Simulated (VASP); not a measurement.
Input of a VASP 6.6.1 run:

The input INCAR:

```
SYSTEM = InP
ALGO = Normal
EDIFF = 1E-7
EDIFFG = -0.005
ENCUT = 600
GGA = PS
IBRION = 2
ISIF = 3
ISMEAR = 0
KPAR = 4
LASPH = .True.
LCHARG = .False.
LREAL = .False.
LWAVE = .False.
NELM = 80
NSW = 90
PREC = Accurate
SIGMA = 0.03
```

The input KPOINTS:

```
k-points
0
Gamma
  8 8 8
  0 0 0
```

POSCAR

```
InP                                     
1.0
   -0.0000000000      2.9393308167      2.9393308167
    2.9393308167     -0.0000000000      2.9393308167
    2.9393308167      2.9393308167      0.0000000000
  In              P             
     1     1
Direct
     0.0000000000000000    0.0000000000000000    0.0000000000000000
     0.2500000000000000    0.2500000000000000    0.2500000000000000
```

Potentials or basis: VASP PAW PBE potentials, release 64 (In_d, P).

Command:

```console
$ cat potpaw_PBE.64/In_d/POTCAR potpaw_PBE.64/P/POTCAR > POTCAR
$ mpirun -np 4 vasp_std > vasp.out
```

(1) Estimate the band gap on the k mesh.

Answers

(1) 0.57 eV, direct.

Caveat: the relaxation stopped at its first step, so nothing moved; spin-orbit coupling is left out, which moves the levels of the heavy elements.
